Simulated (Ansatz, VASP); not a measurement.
## SnTe in VASP and in Ansatz

```
Sn Te
1.0
     0.00000    3.25312    3.18427
     3.25312    0.00000    3.18427
     3.25312    3.25312    0.00000
Sn Te
1 1
Direct
  0.00000 0.00000 0.00000
  0.50000 0.50000 0.50000
```

Change from the starting cell: epitaxial_xy strain +2.0%.

Alike in both runs: task single point; functional r2SCAN; k mesh 8 × 8 × 8; occupations fermi-dirac, width 0.02 eV; no spin polarisation.

|  | VASP | Ansatz |
| --- | --- | --- |
| version | VASP 6.6.1 | Ansatz 0.2.0 |
| potentials or method | VASP PAW PBE potentials, release 64 (Sn_d, Te) | plane waves, PAW |
| plane-wave cutoff (eV) | 520 | 500 |
| valence electrons in the cell | 20 | 30 |

Ansatz gave:

- pressure (GPa): -1.6
- largest component of the traceless stress (GPa): 1.52

**Question.** What did VASP give for the same quantities?

**Answer.** Pressure (GPa): -1.6; largest component of the traceless stress (GPa): 1.53.

The two sets of potentials don't hold the same shells in valence.

Caveats: the PAW data sets were made with another functional, which shifts forces and pressure a little (VASP).
